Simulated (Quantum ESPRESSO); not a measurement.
# In (Im-3m) in Quantum ESPRESSO: further runs, part 2 of 2

Quantum ESPRESSO 7.5.

## (4) Relaxation of cell and atoms, PBE, target pressure 20 GPa, at which the enthalpy is minimised

File pw.in:

```
&CONTROL
  calculation = 'vc-relax'
  prefix = 'pwscf'
  outdir = './tmp'
  pseudo_dir = './pseudo'
  tprnfor = .true.
  tstress = .true.
  disk_io = 'low'
  nstep = 40
  forc_conv_thr = 0.0004
  etot_conv_thr = 1d-05
/
&SYSTEM
  ibrav = 0
  nat = 1
  ntyp = 1
  ecutwfc = 63
  ecutrho = 506
  nbnd = 12
  occupations = 'smearing'
  smearing = 'fd'
  degauss = 0.00367493
/
&ELECTRONS
  conv_thr = 2d-10
  electron_maxstep = 120
  mixing_beta = 0.5
/
&IONS
  ion_dynamics = 'bfgs'
/
&CELL
  cell_dynamics = 'bfgs'
  press = 200
  press_conv_thr = 0.3
/
ATOMIC_SPECIES
In   114.8180 In.pbe-dn-rrkjus_psl.0.2.2.UPF
CELL_PARAMETERS bohr
  -3.5574571263    3.5574571263    3.5574571263
   3.5574571263   -3.5574571263    3.5574571263
   3.5574571263    3.5574571263   -3.5574571263
ATOMIC_POSITIONS bohr
In     0.0000000000    0.0000000000    0.0000000000
K_POINTS automatic
10 10 10 0 0 0
```

Started as:

```sh
> OMP_NUM_THREADS=1 pw.x -in pw.in > pw.out
```

Run time: 81 s. Hardware: 1 thread of Arm Neoverse V1, shared host; peak memory 0.16 GiB.

Results (log left out):

| Quantity | Value |
| --- | --- |
| Free energy | -1970.3659 eV |
| Relaxed volume | 20.97 Å³/atom |
| Relaxed cell | a = 3.009 Å, b = 3.009 Å, c = 3.009 Å, α = 109.47°, β = 109.47°, γ = 109.47° |
| Space group after relaxing (to 0.05 Å) | Im-3m (No. 229) |
| Energy change on relaxing (the enthalpy is what falls) | +306.5 meV/atom |
| Ionic steps | 5 |
| Pressure after relaxing | 19.8 GPa |
| Band gap on the k mesh | none (metal or under the smearing width) |

Step by step:
```csv
step,energy change (eV),largest force (eV/Å),pressure (GPa),volume (Å³)
1,0.0000,0.0000,1.37,26.69
2,0.0557,0.0000,6.40,24.23
3,0.3236,0.0000,20.81,20.84
4,0.3026,0.0000,19.81,21.00
5,0.3065,0.0000,20.00,20.97
```

Final structure:
```xyz
1
Lattice="-1.7372 1.7372 1.7372 1.7372 -1.7372 1.7372 1.7372 1.7372 -1.7372" Properties=species:S:1:pos:R:3 pbc="T T T"
In    0.0000    0.0000    0.0000
```

Levels at points of the mesh, in eV from the Fermi level:
```
              k point  band 2  band 3  band 4  band 5  band 6  band 7  band 8  band 9  band 10  band 11
   (0.00, 0.00, 0.00)  -15.10  -15.10  -14.63  -14.63  -11.28   13.79   13.79   13.79    14.03    14.03
  (0.00, 0.00, -0.50)  -15.25  -14.65  -14.62  -14.32   -4.24   -3.94    7.06    8.18    11.42    12.06
(-0.50, -0.50, -0.50)  -15.35  -14.40  -14.40  -14.40    1.23    1.23    1.23    2.81     5.71     5.71
```

Caveat: the volume moved by over 15 % at a fixed basis, so the end points are rough.

## (5) Relaxation of cell and atoms, PBE, target pressure 30 GPa, at which the enthalpy is minimised

Changes to pw.in since step 4:

```diff
@@ -33,3 +33,3 @@
   cell_dynamics = 'bfgs'
-  press = 200
+  press = 300
   press_conv_thr = 0.3
```

Potentials or basis: SSSP 1.3 efficiency PBE.

Started as:

```sh
> OMP_NUM_THREADS=1 pw.x -in pw.in > pw.out
```

pw.out:

```text
This program is part of the open-source Quantum ESPRESSO suite
     for quantum simulation of materials; please cite
         "P. Giannozzi et al., J. Phys.:Condens. Matter 21 395502 (2009);
         "P. Giannozzi et al., J. Phys.:Condens. Matter 29 465901 (2017);
         "P. Giannozzi et al., J. Chem. Phys. 152 154105 (2020);
     in publications or presentations arising from this work. More details at

     file In.pbe-dn-rrkjus_psl.0.2.2.UPF: wavefunction(s)  5S renormalized
     Message from routine setup:
     using ibrav=0 with symmetry is DISCOURAGED, use correct ibrav instead

     G-vector sticks info
     --------------------
     sticks:   dense  smooth     PW     G-vecs:    dense   smooth      PW
     Sum        1445     713    261                34521    12113    2587

     Using Slab Decomposition

     bravais-lattice index     =            0
     lattice parameter (alat)  =       6.1617  a.u.
     unit-cell volume          =     180.0856 (a.u.)^3
     number of atoms/cell      =            1
     number of atomic types    =            1
     number of electrons       =        13.00
[... 280 lines left out ...]

          k =-0.4802-0.4802 0.0000 (  1108 PWs)   bands (ev):

    -0.7739  -0.7253   0.0107   0.0492   0.4022  10.1452  10.8428  22.2038
    23.1599  26.6500  27.4967  34.7430

          k = 0.1921 0.0960 0.0960 (  1111 PWs)   bands (ev):
[... 201 lines left out ...]
    -0.8380  -0.8380   0.3123   0.3123   0.3123  15.9724  15.9724  15.9724
    18.2268  20.6487  20.6487  37.6273

     the Fermi energy is    14.7979 ev

!    total energy              =    -144.80328358 Ry
     estimated scf accuracy    <          1.2E-14 Ry
     smearing contrib. (-TS)   =      -0.00015908 Ry
     internal energy E=F+TS    =    -144.80312450 Ry

     The total energy is F=E-TS. E is the sum of the following terms:
     one-electron contribution =     -30.07347911 Ry
     hartree contribution      =      28.93246972 Ry
     xc contribution           =     -47.79731997 Ry
     ewald contribution        =     -95.86479514 Ry

     convergence has been achieved in  17 iterations

     Forces acting on atoms (cartesian axes, Ry/au):

     atom    1 type  1   force =     0.00000000    0.00000000    0.00000000

     Total force =     0.000000     Total SCF correction =     0.000000

     Computing stress (Cartesian axis) and pressure

          total   stress  (Ry/bohr**3)                   (kbar)     P=      298.10
   0.00202648  -0.00000000  -0.00000000          298.10       -0.00       -0.00
  -0.00000000   0.00202648   0.00000000           -0.00      298.10        0.00
  -0.00000000   0.00000000   0.00202648           -0.00        0.00      298.10

=------------------------------------------------------------------------------=
   JOB DONE.
=------------------------------------------------------------------------------=
```

Run time: 1.7 min. Hardware: 1 thread of Arm Neoverse V1, shared host; peak memory 0.16 GiB.

What came out:

- Free energy: -1970.1490 eV
- Relaxed volume: 19.57 Å³/atom
- Relaxed cell: a = 2.940 Å, b = 2.940 Å, c = 2.940 Å, α = 109.47°, β = 109.47°, γ = 109.47°
- Space group after relaxing (to 0.05 Å): Im-3m (No. 229)
- Energy change on relaxing (the enthalpy is what falls): +523.3 meV/atom
- Ionic steps: 6
- Pressure after relaxing: 29.8 GPa
- Band gap on the k mesh: none (metal or under the smearing width)

The path:
```csv
step,energy change (eV),largest force (eV/Å),pressure (GPa),volume (Å³)
1,0.0000,0.0000,1.37,26.69
2,0.1207,0.0000,10.43,22.98
3,0.8663,0.0000,45.07,18.08
4,0.4585,0.0000,27.08,19.93
5,0.5160,0.0000,29.68,19.60
6,0.5233,0.0000,30.01,19.57
```

Final structure:
```
In
1.0
    -1.69750    1.69750    1.69750
     1.69750   -1.69750    1.69750
     1.69750    1.69750   -1.69750
In
1
Cartesian
  0.0000 0.0000 0.0000
```

Caveat: the volume moved by over 15 % at a fixed basis, so the end points are rough.

## (6) Summary

| cell | gap on the mesh (eV) | pressure (GPa) |
| --- | --- | --- |
| relaxed to 5 GPa | none | 5.0 |
| relaxed to 10 GPa | none | 9.9 |
| relaxed to 20 GPa | none | 19.8 |
| relaxed to 30 GPa | none | 29.8 |

Alike in all rows: task relaxation of cell and atoms; level PBE; potentials or basis SSSP 1.3 efficiency PBE; no spin polarisation; k mesh 10 × 10 × 10; cutoff (eV) 857; smearing fermi-dirac 0.05 eV.

Caveats: the volume moved by over 15 % at a fixed basis, so the end points are rough (some runs).

Absolute energies hang on the potentials; compare differences alone.
